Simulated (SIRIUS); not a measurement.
# As (R-3m) in SIRIUS: convergence with k mesh

Aim: find how far k mesh must go before the results for As settle, at PBEsol. This setting moves, with any that are tied to it; all else stays.

Everything below comes from runs of SIRIUS 7.12.0. Logs are shortened: lines on timing, memory, paths and dates and some standing lists are left out, and cuts for length are marked. The log counts tension as positive stress, the text compression.

### 1 Starting point

The structure is trigonal, space group R-3m (No. 166). Conventional cell: a = 3.762 Å, b = 3.762 Å, c = 10.542 Å, α = 90.00°, β = 90.00°, γ = 120.00°. Around As (site symmetry 3m) lie 3 As at 2.51 Å.

### 2 With k mesh 1 × 1 × 1

Contents of sirius.json:

```json
{
  "control": {
    "processing_unit": "cpu",
    "std_evp_solver_name": "lapack",
    "gen_evp_solver_name": "lapack",
    "verbosity": 2,
    "print_forces": true,
    "ortho_rf": true,
    "use_second_variation": true,
    "rmt_max": 3.0,
    "num_bands_to_print": 24,
    "save_wf": true
  },
  "parameters": {
    "electronic_structure_method": "full_potential_lapwlo",
    "xc_functionals": ["XC_GGA_X_PBE_SOL", "XC_GGA_C_PBE_SOL"],
    "core_relativity": "dirac",
    "valence_relativity": "iora",
    "num_fv_states": 30,
    "smearing": "fermi_dirac",
    "smearing_width": 0.0018374661,
    "pw_cutoff": 20,
    "gk_cutoff": 3.61,
    "lmax_apw": 10,
    "lmax_rho": 8,
    "lmax_pot": 8,
    "num_mag_dims": 0,
    "auto_rmt": 0,
    "ngridk": [1, 1, 1],
    "shiftk": [0, 0, 0],
    "num_dft_iter": 80,
    "energy_tol": 1e-07,
    "density_tol": 1e-05,
    "use_symmetry": true
  },
  "settings": {"tol_ne": 1e-10},
  "iterative_solver": {"type": "exact"},
  "mixer": {"type": "anderson", "beta": 0.5, "max_history": 8},
  "unit_cell": {
    "lattice_vectors": [
      [3.5541910346, 2.0520131505, 6.6406147546],
      [-3.5541910346, 2.0520131505, 6.6406147546],
      [0.0, -4.1040263011, 6.6406147546]
    ],
    "atom_types": ["As"],
    "atom_files": {"As": "As.json"},
    "atoms": {"As": [[0.226, 0.226, 0.226], [0.774, 0.774, 0.774]]}
  }
}
```

Contents of As.json:

```json
{
  "name": "arsenic",
  "symbol": "As",
  "number": 33,
  "mass": 74.9216,
  "rmin": 1e-06,
  "rmt": 2.33,
  "nrmt": 800,
  "rinf": 15.07,
  "core": "1s2s2p",
  "valence": [
    {"basis": [{"enu": 0.0, "dme": 0, "n": 0, "auto": 0}, {"enu": 0.0, "dme": 1, "n": 0, "auto": 0}]},
    {"l": 0, "n": 1, "basis": [{"enu": -0.0214, "dme": 0, "n": 0, "auto": 0}]},
    {"l": 1, "n": 2, "basis": [{"enu": 0.1, "dme": 0, "n": 0, "auto": 0}]},
    {"l": 2, "n": 3, "basis": [{"enu": 0.1, "dme": 0, "n": 0, "auto": 0}]},
    {"l": 3, "n": 4, "basis": [{"enu": 0.1, "dme": 0, "n": 0, "auto": 0}]}
  ],
  "lo": [
    {
      "l": 0,
      "basis": [{"enu": -0.0214, "dme": 0, "n": 0, "auto": 0}, {"enu": -0.0214, "dme": 1, "n": 0, "auto": 0}]
    },
    {
      "l": 0,
      "basis": [{"enu": -0.0214, "dme": 1, "n": 0, "auto": 0}, {"enu": -0.0214, "dme": 2, "n": 0, "auto": 0}]
    },
    {
      "l": 0,
      "basis": [{"enu": -6.6508, "dme": 0, "n": 3, "auto": 1}, {"enu": -6.6508, "dme": 1, "n": 3, "auto": 1}]
    },
    {
      "l": 0,
      "basis": [{"enu": -0.0214, "dme": 0, "n": 0, "auto": 0}, {"enu": 2.189, "dme": 0, "n": 0, "auto": 0}]
    },
    {"l": 1, "basis": [{"enu": 0.1, "dme": 0, "n": 0, "auto": 0}, {"enu": 0.1, "dme": 1, "n": 0, "auto": 0}]},
    {
      "l": 1,
      "basis": [{"enu": -4.6009, "dme": 0, "n": 3, "auto": 1}, {"enu": -4.6009, "dme": 1, "n": 3, "auto": 1}]
    },
    {"l": 1, "basis": [{"enu": -4.6009, "dme": 1, "n": 3, "auto": 1}, {"enu": 0.1, "dme": 0, "n": 0, "auto": 0}]},
    {"l": 1, "basis": [{"enu": 0.1, "dme": 0, "n": 0, "auto": 0}, {"enu": 3.4893, "dme": 0, "n": 0, "auto": 0}]},
    {"l": 2, "basis": [{"enu": 0.1, "dme": 0, "n": 0, "auto": 0}, {"enu": 0.1, "dme": 1, "n": 0, "auto": 0}]},
    {
      "l": 2,
      "basis": [{"enu": -1.2085, "dme": 0, "n": 3, "auto": 1}, {"enu": -1.2085, "dme": 1, "n": 3, "auto": 1}]
    },
    {"l": 2, "basis": [{"enu": -1.2085, "dme": 1, "n": 3, "auto": 1}, {"enu": 0.1, "dme": 0, "n": 0, "auto": 0}]},
    {"l": 2, "basis": [{"enu": 0.1, "dme": 0, "n": 0, "auto": 0}, {"enu": 3.9313, "dme": 0, "n": 0, "auto": 0}]},
    {"l": 3, "basis": [{"enu": 0.1, "dme": 0, "n": 0, "auto": 0}, {"enu": 0.1, "dme": 1, "n": 0, "auto": 0}]},
    {"l": 3, "basis": [{"enu": 0.1, "dme": 0, "n": 0, "auto": 0}, {"enu": 3.3051, "dme": 0, "n": 0, "auto": 0}]}
  ],
  "free_atom": [... radial grid and density of the free atom, the start of the SCF ...]
}
```

Contents of sirius_start.json:

```json
{
  "control": {
    "processing_unit": "cpu",
    "std_evp_solver_name": "lapack",
    "gen_evp_solver_name": "lapack",
    "verbosity": 1,
    "print_forces": false,
    "ortho_rf": true,
    "use_second_variation": true,
    "rmt_max": 3.0,
    "num_bands_to_print": 24,
    "save_wf": false
  },
  "parameters": {
    "electronic_structure_method": "full_potential_lapwlo",
    "xc_functionals": ["XC_LDA_X", "XC_LDA_C_PW"],
    "core_relativity": "dirac",
    "valence_relativity": "iora",
    "num_fv_states": 30,
    "smearing": "fermi_dirac",
    "smearing_width": 0.0055123983,
    "pw_cutoff": 20,
    "gk_cutoff": 2.88,
    "lmax_apw": 10,
    "lmax_rho": 8,
    "lmax_pot": 8,
    "num_mag_dims": 0,
    "auto_rmt": 0,
    "ngridk": [1, 1, 1],
    "shiftk": [0, 0, 0],
    "num_dft_iter": 30,
    "energy_tol": 0.01,
    "density_tol": 0.05,
    "use_symmetry": true
  },
  "settings": {"tol_ne": 1e-10},
  "iterative_solver": {"type": "exact"},
  "mixer": {"type": "anderson", "beta": 0.5, "max_history": 8},
  "unit_cell": {
    "lattice_vectors": [
      [3.5541910346, 2.0520131505, 6.6406147546],
      [-3.5541910346, 2.0520131505, 6.6406147546],
      [0.0, -4.1040263011, 6.6406147546]
    ],
    "atom_types": ["As"],
    "atom_files": {"As": "As.json"},
    "atoms": {"As": [[0.226, 0.226, 0.226], [0.774, 0.774, 0.774]]}
  }
}
```

Potentials or basis: all-electron FP-LAPW, apw+lo standard.

The run is started by

```sh
$ OMP_NUM_THREADS=1 sirius.scf --input=sirius_start.json --output=start.json
$ OMP_NUM_THREADS=1 sirius.scf --input=sirius.json --output=output.json --task=1
```

The log of the run:

```text
[info] SIRIUS version : 7.12.0
[info] number of MPI ranks           : 1
[info] MPI grid                      : 1 1
[info] maximum number of OMP threads : 1
[fft] FFT context for density and potential
[fft] =====================================
[fft]   plane wave cutoff                     : 20
[fft]   grid size                             : 54 54 54   total : 157464
[fft]   grid limits                           : -26 27   -26 27   -26 27
[fft]   number of G-vectors within the cutoff : 39331
[fft]   number of G-shells                    : 3616
[fft] FFT context for coarse grid
[fft] =====================================
[fft]   plane wave cutoff                     : 7.22
[fft]   grid size                             : 20 20 20   total : 8000
[fft]   grid limits                           : -9 10   -9 10   -9 10
[fft]   number of G-vectors within the cutoff : 1839
[fft]   number of G-shells                    : 200
[unit cell] lattice vectors
[unit cell]   a1 :       3.5541910346      2.0520131505      6.6406147546
[unit cell]   a2 :      -3.5541910346      2.0520131505      6.6406147546
[unit cell]   a3 :       0.0000000000     -4.1040263011      6.6406147546
[unit cell] reciprocal lattice vectors
[unit cell]   b1 :       0.8839121541      0.5103269201      0.3153917491
[unit cell]   b2 :      -0.8839121541      0.5103269201      0.3153917491
[unit cell]   b3 :      -0.0000000000     -1.0206538403      0.3153917491
[unit cell] unit cell volume :       290.58985156 [a.u.^3]
[unit cell] 1/sqrt(omega)    :         0.05866239
[unit cell] MT volume        :       105.97083785 (36.47%)
[unit cell] IT volume        :       184.61901372 (63.53%)
[unit cell] number of atom types : 1
[unit cell] type id : 0 symbol : As mt_radius :   2.330000 num_atoms : 2
[unit cell] total number of atoms : 2
[unit cell] number of symmetry classes : 1
[unit cell] atom id  type id  class id             position                      vector_field
[unit cell] ------------------------------------------------------------------------------------------
[unit cell]      0        0        0      0.22600   0.22600   0.22600      0.00000   0.00000   0.00000
[unit cell]      1        0        0      0.77400   0.77400   0.77400      0.00000   0.00000   0.00000
[unit cell] atom id         position (Cartesian, a.u.)
[unit cell] ---------------------------------------------
[unit cell]      0       0.000000   -0.000000    4.502337
[unit cell]      1       0.000000   -0.000000   15.419507
[unit cell] class id : 0 atom id : 0 1
[unit cell] minimum bond length:     4.736223
[sym] space group number   : 166
[sym] international symbol : R-3m
[sym] Hall symbol          : -R 3 2"
[sym] space group transformation matrix :
[sym]   0.6667 -0.3333 -0.3333
[sym]   0.3333  0.3333 -0.6667
[sym]   0.3333  0.3333  0.3333
[sym] space group origin shift :
[sym]   0.0000  0.0000  0.0000
[sym] number of space group operations  : 12
[sym] number of magnetic group operations : 12
[sym] metric tensor error: 7.5102e-10
[sym] rotation matrix error: 3.7419e-11
[sym]
[sym] symmetry operations
[sym]
[sym] isym : 0
[sym] R :   1  0  0
[sym]       0  1  0
[sym]       0  0  1
[sym] Rc:   1.0000  0.0000 -0.0000
[... 186 lines left out ...]
[find] Total energy                   :   -4518.60741707 (Ha),   -9037.21483415 (Ry)
[find] Free energy (E-TS)             :   -4518.60741707 (Ha),   -9037.21483415 (Ry)
[find] band gap (eV)                  :       3.52094988
[find] Efermi                         :       0.23562478
[find] iteration : 0, RMS (target) : 1.8612e-01 (1.0000e-05) , energy difference (target) : -4.5186e+03 (1.0000e-07)
[find] +------------------------------+
[find] | SCF iteration   1 out of  80|
[find] +------------------------------+
[generate_radial_functions] Linearization energies
[generate_radial_functions] Atom : As, class id : 0
[generate_radial_functions] augmented waves
[generate_radial_functions] local orbitals
[generate_radial_functions] {l: 0, n: 3, enu: -6.51998, dme: 0, auto: 1}
[generate_radial_functions] {l: 0, n: 3, enu: -6.51998, dme: 1, auto: 1}
[generate_radial_functions] {l: 1, n: 3, enu: -4.44598, dme: 0, auto: 1}
[generate_radial_functions] {l: 1, n: 3, enu: -4.44598, dme: 1, auto: 1}
[generate_radial_functions] {l: 1, n: 3, enu: -4.44598, dme: 1, auto: 1}
[generate_radial_functions] {l: 2, n: 3, enu: -1.03832, dme: 0, auto: 1}
[generate_radial_functions] {l: 2, n: 3, enu: -1.03832, dme: 1, auto: 1}
[generate_radial_functions] {l: 2, n: 3, enu: -1.03832, dme: 1, auto: 1}
[diagonalize] Lowest band energies
[diagonalize] ik:    0   -6.520017   -6.519996   -4.448408   -4.448346   -4.444830   -4.444830   -4.444730   -4.444730   -1.041480   -1.041480   -1.041425   -1.039666   -1.039666   -1.039449   -1.036418   -1.036418   -1.034776   -1.034776   -0.297417    0.052604    0.159747    0.181876    0.181876    0.311612
[generate_core_charge_density] atom class : 0
[generate_core_charge_density]   n,l,k : 1 0 1  energy :        -429.77161062
[generate_core_charge_density]   n,l,k : 2 0 1  energy :         -54.11936194
[generate_core_charge_density]   n,l,k : 2 1 1  energy :         -48.31779813
[generate_core_charge_density]   n,l,k : 2 1 2  energy :         -46.97555179
[find] Total energy                   :   -4518.60735918 (Ha),   -9037.21471837 (Ry)
[find] iteration : 1, RMS (target) : 9.1404e-02 (1.0000e-05) , energy difference (target) : 5.7892e-05 (1.0000e-07)
[find] Total energy                   :   -4518.60734726 (Ha),   -9037.21469453 (Ry)
[find] iteration : 2, RMS (target) : 1.3798e-03 (1.0000e-05) , energy difference (target) : 1.1918e-05 (1.0000e-07)
[find] Total energy                   :   -4518.60734632 (Ha),   -9037.21469265 (Ry)
[find] iteration : 3, RMS (target) : 6.5004e-04 (1.0000e-05) , energy difference (target) : 9.4008e-07 (1.0000e-07)
[find] Total energy                   :   -4518.60734823 (Ha),   -9037.21469645 (Ry)
[find] iteration : 4, RMS (target) : 8.8069e-05 (1.0000e-05) , energy difference (target) : -1.9021e-06 (1.0000e-07)
[find] Total energy                   :   -4518.60734799 (Ha),   -9037.21469598 (Ry)
[find] iteration : 5, RMS (target) : 2.7430e-05 (1.0000e-05) , energy difference (target) : 2.3744e-07 (1.0000e-07)
[find] Charges and magnetic moments
[find] --------------------------------------------------------------------------------
[find] atom      charge    core leakage
[... 8 lines left out ...]
[find] valence_eval_sum               :     -99.55112297
[find] core_eval_sum                  :   -2504.56919269
[find] kinetic energy                 :    4619.27569126
[find] enuc                           :   -5469.54888043
[find] <rho|V^{XC}>                   :    -215.99128325
[find] <rho|E^{XC}>                   :    -164.63184194
[find] <mag|B^{XC}>                   :       0.00000000
[find] <rho|V^{H}>                    :   -7007.40472376
[find] smearing (-TS)                 :      -0.00000000
[find] SCF correction                 :       0.00004508
[find] Total energy                   :   -4518.60734790 (Ha),   -9037.21469580 (Ry)
[find] Free energy (E-TS)             :   -4518.60734790 (Ha),   -9037.21469580 (Ry)
[find] band gap (eV)                  :       3.54379905
[find] Efermi                         :       0.24313649
[find] iteration : 6, RMS (target) : 2.0486e-06 (1.0000e-05) , energy difference (target) : 8.6849e-08 (1.0000e-07)
[find] converged after 7 SCF iterations!
[find] Charges and magnetic moments
[find] --------------------------------------------------------------------------------
[find] atom      charge    core leakage
[find] --------------------------------------------------------------------------------
[find]    0   31.500685    0.000000e+00
[find]    1   31.500685    0.000000e+00
[find] total core leakage    : 0.00000000e+00
[find] interstitial charge   : 2.998629
[find] total charge          : 65.999999
[find] Energy
[find] --------------------------------------------------------------------------------
[find] valence_eval_sum               :     -99.55112297
[find] core_eval_sum                  :   -2504.56919269
[find] kinetic energy                 :    4619.27569126
[find] enuc                           :   -5469.54888043
[find] <rho|V^{XC}>                   :    -215.99128325
[find] <rho|E^{XC}>                   :    -164.63184194
[find] <mag|B^{XC}>                   :       0.00000000
[find] <rho|V^{H}>                    :   -7007.40472376
[find] smearing (-TS)                 :      -0.00000000
[find] SCF correction                 :       0.00004508
[find] Total energy                   :   -4518.60734790 (Ha),   -9037.21469580 (Ry)
[find] Free energy (E-TS)             :   -4518.60734790 (Ha),   -9037.21469580 (Ry)
[find] band gap (eV)                  :       3.54379905
[find] Efermi                         :       0.24313649
[ground_state]
[ground_state] ==== total Forces in Ha/bohr =====
[ground_state] atom:    0, force:      -0.0000000     -0.0000000      0.0689780
[ground_state] atom:    1, force:       0.0000000      0.0000000     -0.0689780
[ground_state] ==== contribution from density =====
[ground_state] atom:    0, force:      -0.0000000      0.0000000     -0.4558736
[ground_state] atom:    1, force:       0.0000000     -0.0000000      0.4558736
[ground_state] ==== contribution from Hartree potential =====
[ground_state] atom:    0, force:       0.0000000     -0.0000000      0.5768735
[ground_state] atom:    1, force:       0.0000000      0.0000000     -0.5768735
[ground_state] ==== contribution from IBS =====
[ground_state] atom:    0, force:      -0.0000000      0.0000000     -0.0520219
[ground_state] atom:    1, force:       0.0000000     -0.0000000      0.0520219
```

Wall time 18 s (1 thread of Arm Neoverse V1, shared host); peak memory 0.35 GiB.

What came out:

```
Free energy                                       : -122957.5698 eV
Largest force                                     : 3.547 eV/Å
Band gap on the k mesh                            : 3.54 eV, direct
All electrons inside the program's atomic spheres : As 31.50 (radii As 2.33 bohr)
```

### 3 With k mesh 3 × 3 × 3

Changes to sirius.json since step 2:

```diff
@@ -28,3 +28,3 @@
     "auto_rmt": 0,
-    "ngridk": [1, 1, 1],
+    "ngridk": [3, 3, 3],
     "shiftk": [0, 0, 0],
```

As.json is that of step 2.

sirius_start.json is that of step 2.

Potentials or basis: all-electron FP-LAPW, apw+lo standard.

The run is started by

```sh
$ OMP_NUM_THREADS=1 sirius.scf --input=sirius_start.json --output=start.json
$ OMP_NUM_THREADS=1 sirius.scf --input=sirius.json --output=output.json --task=1
```

It took 23 s on 1 thread of Arm Neoverse V1, shared host; peak memory 0.36 GiB.

Results:

- Free energy: -122968.2752 eV
- Largest force: 0.013 eV/Å
- Band gap on the k mesh: 1.32 eV, indirect (least direct gap 1.70 eV)
- All electrons inside the program's atomic spheres: As 31.23 (radii As 2.33 bohr)

### 4 With k mesh 4 × 4 × 4

Changes to sirius.json since step 3:

```diff
@@ -28,3 +28,3 @@
     "auto_rmt": 0,
-    "ngridk": [3, 3, 3],
+    "ngridk": [4, 4, 4],
     "shiftk": [0, 0, 0],
```

Contents of As.json:

```json
{
  "name": "arsenic",
  "symbol": "As",
  "number": 33,
  "mass": 74.9216,
  "rmin": 1e-06,
  "rmt": 2.33,
  "nrmt": 800,
  "rinf": 15.07,
  "core": "1s2s2p",
  "valence": [
    {"basis": [{"enu": 0.03, "dme": 0, "n": 0, "auto": 0}, {"enu": 0.03, "dme": 1, "n": 0, "auto": 0}]},
    {"l": 0, "n": 1, "basis": [{"enu": 0.0086, "dme": 0, "n": 0, "auto": 0}]},
    {"l": 1, "n": 2, "basis": [{"enu": 0.13, "dme": 0, "n": 0, "auto": 0}]},
    {"l": 2, "n": 3, "basis": [{"enu": 0.13, "dme": 0, "n": 0, "auto": 0}]},
    {"l": 3, "n": 4, "basis": [{"enu": 0.13, "dme": 0, "n": 0, "auto": 0}]}
  ],
  "lo": [
    {
      "l": 0,
      "basis": [{"enu": 0.0086, "dme": 0, "n": 0, "auto": 0}, {"enu": 0.0086, "dme": 1, "n": 0, "auto": 0}]
    },
    {
      "l": 0,
      "basis": [{"enu": 0.0086, "dme": 1, "n": 0, "auto": 0}, {"enu": 0.0086, "dme": 2, "n": 0, "auto": 0}]
    },
    {
      "l": 0,
      "basis": [{"enu": -6.6208, "dme": 0, "n": 3, "auto": 1}, {"enu": -6.6208, "dme": 1, "n": 3, "auto": 1}]
    },
    {
      "l": 0,
      "basis": [{"enu": 0.0086, "dme": 0, "n": 0, "auto": 0}, {"enu": 2.219, "dme": 0, "n": 0, "auto": 0}]
    },
    {"l": 1, "basis": [{"enu": 0.13, "dme": 0, "n": 0, "auto": 0}, {"enu": 0.13, "dme": 1, "n": 0, "auto": 0}]},
    {
      "l": 1,
      "basis": [{"enu": -4.5709, "dme": 0, "n": 3, "auto": 1}, {"enu": -4.5709, "dme": 1, "n": 3, "auto": 1}]
    },
    {
      "l": 1,
      "basis": [{"enu": -4.5709, "dme": 1, "n": 3, "auto": 1}, {"enu": 0.13, "dme": 0, "n": 0, "auto": 0}]
    },
    {"l": 1, "basis": [{"enu": 0.13, "dme": 0, "n": 0, "auto": 0}, {"enu": 3.5193, "dme": 0, "n": 0, "auto": 0}]},
    {"l": 2, "basis": [{"enu": 0.13, "dme": 0, "n": 0, "auto": 0}, {"enu": 0.13, "dme": 1, "n": 0, "auto": 0}]},
    {
      "l": 2,
      "basis": [{"enu": -1.1785, "dme": 0, "n": 3, "auto": 1}, {"enu": -1.1785, "dme": 1, "n": 3, "auto": 1}]
    },
    {
      "l": 2,
      "basis": [{"enu": -1.1785, "dme": 1, "n": 3, "auto": 1}, {"enu": 0.13, "dme": 0, "n": 0, "auto": 0}]
    },
    {"l": 2, "basis": [{"enu": 0.13, "dme": 0, "n": 0, "auto": 0}, {"enu": 3.9613, "dme": 0, "n": 0, "auto": 0}]},
    {"l": 3, "basis": [{"enu": 0.13, "dme": 0, "n": 0, "auto": 0}, {"enu": 0.13, "dme": 1, "n": 0, "auto": 0}]},
    {"l": 3, "basis": [{"enu": 0.13, "dme": 0, "n": 0, "auto": 0}, {"enu": 3.3351, "dme": 0, "n": 0, "auto": 0}]}
  ],
  "free_atom": [... radial grid and density of the free atom, the start of the SCF ...]
}
```

Changes to sirius_start.json since step 3:

```diff
@@ -28,3 +28,3 @@
     "auto_rmt": 0,
-    "ngridk": [1, 1, 1],
+    "ngridk": [2, 2, 2],
     "shiftk": [0, 0, 0],
```

The run is started by

```sh
$ OMP_NUM_THREADS=1 sirius.scf --input=sirius_start.json --output=start.json
$ OMP_NUM_THREADS=1 sirius.scf --input=sirius.json --output=output.json --task=1
```

It took 29 s on 1 thread of Arm Neoverse V1, shared host; peak memory 0.38 GiB.

Results:

```
Free energy                                       : -122968.2217 eV
Largest force                                     : 0.019 eV/Å
Band gap on the k mesh                            : 0.06 eV, direct
All electrons inside the program's atomic spheres : As 31.23 (radii As 2.33 bohr)
```

(Part 1 of 2 ends here.)
